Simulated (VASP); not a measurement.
Calculation: PBE GGA, VASP's PBE PAW potentials (set 64) (plane waves; VASP).

A VASP calculation is set up with these files.

POSCAR:
```
LiI
1
    0.0000000000     3.0100000000     3.0100000000
    3.0100000000     0.0000000000     3.0100000000
    3.0100000000     3.0100000000     0.0000000000
Li I
1 1
Direct
  0.0000000000   0.0000000000   0.0000000000
  0.5000000000   0.5000000000   0.5000000000
```

### INCAR
```
LASPH = .TRUE.   ! aspherical one-centre terms
LMAXMIX = 4
ISMEAR = 0
IBRION = 8   ! DFPT with symmetry
ALGO = Normal   ! blocked Davidson
LEPSILON = .TRUE.
EDIFF = 1E-8
PREC = Accurate
GGA = PE
NSW = 1   ! most ionic steps
LWAVE = .FALSE.
LREAL = .FALSE.
SYSTEM = LiI
LCHARG = .FALSE.
ENCUT = 520
SIGMA = 0.01
NELM = 100   ! most electronic steps
```

KPOINTS:
```
Automatic mesh
0
Gamma
8 8 8
0 0 0
```

POTCAR, in this order: Li_sv I (PBE.64 set). Program: vasp_std.

Output of the run:

File OSZICAR:
```
...
RMM:   8    -0.542267743847E+00   -0.24986E-03   -0.67268E-04  2490   0.883E-02    0.254E-03
RMM:   9    -0.542302212348E+00   -0.34469E-04    0.47091E-04  2667   0.548E-02    0.226E-03
RMM:  10    -0.542278924560E+00    0.23288E-04    0.86131E-04  2558   0.353E-02    0.467E-03
RMM:  11    -0.542284417013E+00   -0.54925E-05    0.11535E-03  2618   0.221E-02    0.360E-03
RMM:  12    -0.542158882531E+00    0.12553E-03    0.10828E-03  2170   0.181E-02    0.955E-03
RMM:  13    -0.542246081272E+00   -0.87199E-04    0.73941E-04  2145   0.114E-02    0.566E-03
RMM:  14    -0.542259070780E+00   -0.12990E-04    0.40518E-04  2446   0.540E-03    0.717E-03
RMM:  15    -0.542267643893E+00   -0.85731E-05    0.21211E-04  2358   0.324E-03    0.108E-02
RMM:  16    -0.542255376750E+00    0.12267E-04    0.97416E-05  2172   0.230E-03    0.689E-03
RMM:  17    -0.542248970350E+00    0.64064E-05    0.45864E-05  2257   0.168E-03    0.254E-03
RMM:  18    -0.542244058415E+00    0.49119E-05    0.18499E-05  2271   0.106E-03    0.263E-04
RMM:  19    -0.542243697490E+00    0.36093E-06    0.93678E-06  2455   0.454E-04    0.845E-04
RMM:  20    -0.542244433919E+00   -0.73643E-06    0.32907E-06  2058   0.243E-04    0.727E-04
RMM:  21    -0.542246246262E+00   -0.18123E-05    0.16333E-06  1925   0.259E-04    0.226E-05
RMM:  22    -0.542246101883E+00    0.14438E-06    0.29019E-07  1095   0.983E-05    0.246E-05
RMM:  23    -0.542245760656E+00    0.34123E-06    0.12961E-07   897   0.778E-05    0.199E-06
 Linear response to external field, progress :
  Direction:   3
       N       E                     dE             d eps       ncg     rms          rms(c)
RMM:   1    -0.483602338201E+00   -0.48360E+00   -0.10019E+00  2135   0.515E+00
RMM:   2    -0.524290468939E+00   -0.40688E-01   -0.72664E-02  2311   0.143E+00    0.163E+00
RMM:   3    -0.489493006545E+00    0.34797E-01   -0.65160E-02  2224   0.142E+00    0.810E-01
RMM:   4    -0.517632558323E+00   -0.28140E-01   -0.55301E-02  2167   0.135E+00    0.162E-01
RMM:   5    -0.540522470826E+00   -0.22890E-01   -0.74638E-03  2293   0.551E-01    0.347E-02
RMM:   6    -0.541388985853E+00   -0.86652E-03   -0.30415E-03  2501   0.244E-01    0.206E-02
RMM:   7    -0.542021881928E+00   -0.63290E-03   -0.26937E-03  2472   0.141E-01    0.858E-03
RMM:   8    -0.542278420650E+00   -0.25654E-03   -0.37107E-04  2486   0.882E-02    0.258E-03
RMM:   9    -0.542296918678E+00   -0.18498E-04    0.46345E-04  2665   0.549E-02    0.266E-03
RMM:  10    -0.542272873912E+00    0.24045E-04    0.69258E-04  2570   0.356E-02    0.502E-03
RMM:  11    -0.542297426533E+00   -0.24553E-04    0.58948E-04  2653   0.228E-02    0.525E-03
RMM:  12    -0.542332307372E+00   -0.34881E-04    0.54495E-04  2262   0.161E-02    0.200E-02
RMM:  13    -0.542257032491E+00    0.75275E-04    0.41167E-04  2128   0.134E-02    0.297E-03
RMM:  14    -0.542262580678E+00   -0.55482E-05    0.30260E-04  2465   0.646E-03    0.529E-03
RMM:  15    -0.542261200507E+00    0.13802E-05    0.19776E-04  2630   0.360E-03    0.546E-03
RMM:  16    -0.542251224413E+00    0.99761E-05    0.11732E-04  2245   0.228E-03    0.494E-03
RMM:  17    -0.542254016990E+00   -0.27926E-05    0.62563E-05  2306   0.130E-03    0.280E-03
RMM:  18    -0.542245075468E+00    0.89415E-05    0.29177E-05  2328   0.135E-03    0.109E-03
RMM:  19    -0.542243061131E+00    0.20143E-05    0.14515E-05  2478   0.490E-04    0.129E-03
RMM:  20    -0.542245529330E+00   -0.24682E-05    0.52478E-06  1973   0.409E-04    0.619E-05
RMM:  21    -0.542246173470E+00   -0.64414E-06    0.13357E-06  1923   0.203E-04    0.559E-04
RMM:  22    -0.542246172996E+00    0.47364E-09    0.45007E-07  1229   0.908E-05    0.418E-04
RMM:  23    -0.542245877677E+00    0.29532E-06    0.74915E-08  1611   0.110E-04    0.207E-04
RMM:  24    -0.542245771403E+00    0.10627E-06   -0.10150E-07  1033   0.733E-05    0.105E-04
RMM:  25    -0.542245704664E+00    0.66738E-07   -0.22374E-07   847   0.640E-05    0.849E-05
RMM:  26    -0.542245641556E+00    0.63108E-07   -0.16891E-07   979   0.662E-05    0.661E-05
RMM:  27    -0.542245574560E+00    0.66997E-07   -0.18956E-07   876   0.597E-05    0.264E-05
RMM:  28    -0.542245560347E+00    0.14213E-07   -0.14494E-07   677   0.548E-05    0.115E-05
RMM:  29    -0.542245556599E+00    0.37476E-08   -0.15159E-07   632   0.544E-05    0.444E-06
 Linear response DOF=           2
 Linear response progress:
  Degree of freedom:   1/  2
       N       E                     dE             d eps       ncg     rms          rms(c)
RMM:   1    -0.163244070457E+00   -0.16324E+00    0.21665E+00  1339   0.236E+01
RMM:   2    -0.166346227607E+00   -0.31022E-02   -0.17156E-02  2015   0.100E+00    0.111E-01
RMM:   3    -0.166270637270E+00    0.75590E-04   -0.27102E-03  2288   0.393E-01    0.599E-02
RMM:   4    -0.165893424191E+00    0.37721E-03   -0.51764E-04  2265   0.198E-01    0.544E-03
RMM:   5    -0.165909560609E+00   -0.16136E-04   -0.38250E-05  2427   0.411E-02    0.174E-03
RMM:   6    -0.165980582940E+00   -0.71022E-04   -0.19633E-05  2348   0.232E-02    0.552E-04
RMM:   7    -0.166001006456E+00   -0.20424E-04   -0.12340E-05  2468   0.131E-02    0.288E-04
RMM:   8    -0.166015225671E+00   -0.14219E-04   -0.15198E-05  2399   0.101E-02    0.182E-04
RMM:   9    -0.166015719845E+00   -0.49417E-06   -0.12602E-05  2613   0.795E-03    0.150E-04
RMM:  10    -0.166015909468E+00   -0.18962E-06   -0.10684E-05  2192   0.692E-03    0.481E-05
RMM:  11    -0.166015346966E+00    0.56250E-06   -0.87109E-06  2351   0.594E-03    0.129E-04
RMM:  12    -0.166015255595E+00    0.91370E-07   -0.76898E-06  2695   0.519E-03    0.232E-04
RMM:  13    -0.166015772056E+00   -0.51646E-06   -0.64378E-06  2398   0.460E-03    0.261E-04
RMM:  14    -0.166015896676E+00   -0.12462E-06   -0.58787E-06  2740   0.411E-03    0.319E-04
RMM:  15    -0.166015892160E+00    0.45157E-08   -0.50621E-06  2315   0.370E-03    0.381E-04
RMM:  16    -0.166016066981E+00   -0.17482E-06   -0.47101E-06  2306   0.336E-03    0.400E-04
RMM:  17    -0.166016327778E+00   -0.26080E-06   -0.41635E-06  2259   0.307E-03    0.402E-04
RMM:  18    -0.166016412401E+00   -0.84624E-07   -0.38729E-06  2385   0.280E-03    0.419E-04
 Linear response progress:
  Degree of freedom:   2/  2
       N       E                     dE             d eps       ncg     rms          rms(c)
RMM:   1    -0.791886456548E-01   -0.79189E-01    0.54642E-02  2416   0.145E+00
RMM:   2    -0.798835824152E-01   -0.69494E-03   -0.13168E-03  2141   0.253E-01    0.475E-02
RMM:   3    -0.802661608008E-01   -0.38258E-03   -0.24629E-04  2291   0.869E-02    0.245E-02
RMM:   4    -0.807340733400E-01   -0.46791E-03   -0.83756E-05  2290   0.550E-02    0.670E-03
RMM:   5    -0.808138819520E-01   -0.79809E-04   -0.12274E-05  2322   0.219E-02    0.529E-03
RMM:   6    -0.807951339159E-01    0.18748E-04    0.26699E-05  2427   0.835E-03    0.199E-03
RMM:   7    -0.807912219957E-01    0.39119E-05    0.38238E-05  2525   0.338E-03    0.646E-04
RMM:   8    -0.807890851933E-01    0.21368E-05    0.19541E-05  2566   0.122E-03    0.717E-05
RMM:   9    -0.807891731563E-01   -0.87963E-07    0.15256E-05  2747   0.514E-04    0.795E-05
RMM:  10    -0.807885232726E-01    0.64988E-06    0.51843E-06  2513   0.238E-04    0.595E-05
RMM:  11    -0.807889521935E-01   -0.42892E-06    0.26126E-06  2576   0.120E-04    0.134E-05
RMM:  12    -0.807888955398E-01    0.56654E-07    0.14018E-06  2769   0.552E-05    0.644E-06
RMM:  13    -0.807888505650E-01    0.44975E-07    0.69282E-07  2693   0.279E-05    0.543E-07
RMM:  14    -0.807888644931E-01   -0.13928E-07    0.21000E-07  2559   0.157E-05    0.297E-06
RMM:  15    -0.807888576333E-01    0.68598E-08    0.17091E-07  2188   0.106E-05    0.278E-06
RMM:  16    -0.807888548866E-01    0.27467E-08    0.35430E-08  1662   0.846E-06    0.216E-06
 Linear response finished
```

File OUTCAR:
```
------------------------ aborting loop because EDIFF is reached ----------------------------------------

 HEAD OF MICROSCOPIC STATIC DIELECTRIC TENSOR (INDEPENDENT PARTICLE, excluding Hartree and local field effects)
 ------------------------------------------------------
           4.527696     0.000000    -0.000000
           0.000000     4.527696     0.000000
          -0.000000     0.000000     4.527696
 ------------------------------------------------------

 MACROSCOPIC STATIC DIELECTRIC TENSOR (including local field effects in DFT)
 ------------------------------------------------------
           4.131075     0.000000     0.000000
           0.000000     4.131075    -0.000000
           0.000000     0.000000     4.131075
 ------------------------------------------------------

 PIEZOELECTRIC TENSOR (including local field effects)  for field in x, y, z        (e  Angst)
          XX          YY          ZZ          XY          YZ          ZX
  --------------------------------------------------------------------------------
  x     0.00000     0.00000     0.00000     0.00000     0.00000     0.00000
  y     0.00000     0.00000     0.00000     0.00000     0.00000     0.00000
  z     0.00000     0.00000     0.00000     0.00000     0.00000     0.00000

 PIEZOELECTRIC TENSOR (including local field effects)  for field in x, y, z        (C/m^2)
          XX          YY          ZZ          XY          YZ          ZX
  --------------------------------------------------------------------------------
  x     0.00000     0.00000     0.00000     0.00000     0.00000     0.00000
  y     0.00000     0.00000     0.00000     0.00000     0.00000     0.00000
  z     0.00000     0.00000     0.00000     0.00000     0.00000     0.00000

 BORN EFFECTIVE CHARGES (including local field effects) (in |e|, cummulative output)
 ---------------------------------------------------------------------------------
 ion    1
    1     1.32429    -0.00000     0.00000
    2     0.00000     1.32429     0.00000
    3     0.00000     0.00000     1.32429
 ion    2
    1    -1.32429     0.00000     0.00000
    2    -0.00000    -1.32429     0.00000
    3     0.00000     0.00000    -1.32429

   1 f  =    3.560191 THz    22.369339 2PiTHz  118.755186 cm-1    14.723760 meV
             X         Y         Z           dx          dy          dz
      0.000000  0.000000  0.000000    -0.973578    0.000000    0.000000
      3.010000  3.010000  3.010000     0.228355    0.000000    0.000000

   2 f  =    3.560191 THz    22.369339 2PiTHz  118.755186 cm-1    14.723760 meV
             X         Y         Z           dx          dy          dz
      0.000000  0.000000  0.000000     0.000000   -0.973578    0.000000
      3.010000  3.010000  3.010000     0.000000    0.228355    0.000000

   3 f  =    3.560191 THz    22.369339 2PiTHz  118.755186 cm-1    14.723760 meV
             X         Y         Z           dx          dy          dz
      0.000000  0.000000  0.000000     0.000000    0.000000   -0.973578
      3.010000  3.010000  3.010000     0.000000    0.000000    0.228355

   4 f/i=    0.001608 THz     0.010106 2PiTHz    0.053649 cm-1     0.006652 meV
             X         Y         Z           dx          dy          dz
      0.000000  0.000000  0.000000     0.000000    0.035565   -0.225568
      3.010000  3.010000  3.010000     0.000000    0.151630   -0.961698

   5 f/i=    0.001608 THz     0.010106 2PiTHz    0.053649 cm-1     0.006652 meV
             X         Y         Z           dx          dy          dz
      0.000000  0.000000  0.000000    -0.228355    0.000000    0.000000
      3.010000  3.010000  3.010000    -0.973578    0.000000    0.000000

   6 f/i=    0.001608 THz     0.010106 2PiTHz    0.053649 cm-1     0.006652 meV
             X         Y         Z           dx          dy          dz
      0.000000  0.000000  0.000000     0.000000    0.225568    0.035565
      3.010000  3.010000  3.010000     0.000000    0.961698    0.151630

 MACROSCOPIC STATIC DIELECTRIC TENSOR IONIC CONTRIBUTION
 ------------------------------------------------------
          16.919132    -0.000000     0.000000
          -0.000000    16.919132     0.000000
           0.000000     0.000000    16.919132
 ------------------------------------------------------

 ELASTIC MODULI CONTR FROM IONIC RELAXATION (kBar)
 Direction    XX          YY          ZZ          XY          YZ          ZX
 --------------------------------------------------------------------------------
 XX           0.0000      0.0000      0.0000      0.0000      0.0000      0.0000
 YY           0.0000      0.0000      0.0000      0.0000      0.0000      0.0000
 ZZ           0.0000      0.0000      0.0000      0.0000      0.0000      0.0000
 XY           0.0000      0.0000      0.0000      0.0000      0.0000      0.0000
 YZ           0.0000      0.0000      0.0000      0.0000      0.0000      0.0000
 ZX           0.0000      0.0000      0.0000      0.0000      0.0000      0.0000
 --------------------------------------------------------------------------------

 PIEZOELECTRIC TENSOR IONIC CONTR  for field in x, y, z        (C/m^2)
          XX          YY          ZZ          XY          YZ          ZX
  --------------------------------------------------------------------------------
  x     0.00000     0.00000     0.00000     0.00000     0.00000     0.00000
  y     0.00000     0.00000     0.00000     0.00000     0.00000     0.00000
  z     0.00000     0.00000     0.00000     0.00000     0.00000     0.00000
```
(Selected blocks of OUTCAR.)

OUTCAR:
```
 val. band max:        2.0839199098   @ k =  -0.1250   0.1250   0.0000

 cond. band min:       6.3414580312   @ k =   0.0000   0.0000   0.0000


 Fermi energy:         2.2370492390

 k-point     1 :       0.0000    0.0000    0.0000
  band No.  band energies     occupation
      1     -43.2946      2.00000
      2      -9.5457      2.00000
      3       2.0816      2.00000
      4       2.0816      2.00000
      5       2.0816      2.00000
      6       6.3415      0.00000
      7      10.3619      0.00000
      8      10.3619      0.00000
      9      10.3620      0.00000

 k-point     2 :       0.1250    0.0000    0.0000
  band No.  band energies     occupation
      1     -43.2946      2.00000
      2      -9.4780      2.00000
      3       1.4657      2.00000
      4       2.0375      2.00000
      5       2.0375      2.00000
      6       6.8361      0.00000
      7       9.8547      0.00000
      8      10.1991      0.00000
      9      10.1991      0.00000

 k-point     3 :       0.2500    0.0000    0.0000
  band No.  band energies     occupation
      1     -43.2945      2.00000
      2      -9.3044      2.00000
      3       0.3507      2.00000
      4       1.9379      2.00000
      5       1.9379      2.00000
      6       7.1076      0.00000
      7       9.2142      0.00000
      8       9.2142      0.00000
      9      10.2537      0.00000

 k-point     4 :       0.3750    0.0000    0.0000
  band No.  band energies     occupation
      1     -43.2945      2.00000
      2      -9.1141      2.00000
      3      -0.5360      2.00000
      4       1.8471      2.00000
      5       1.8471      2.00000
      6       6.8169      0.00000
      7       8.5246      0.00000
      8       8.5246      0.00000
      9      11.5082      0.00000

 k-point     5 :       0.5000    0.0000    0.0000
  band No.  band energies     occupation
      1     -43.2944      2.00000
      2      -9.0294      2.00000
      3      -0.8688      2.00000
...
```

Unless said otherwise, spin-orbit coupling is left out, though it shifts the bands of the heavy elements here.

The compound is LiI in the rock salt structure. The cell was not relaxed at this level.
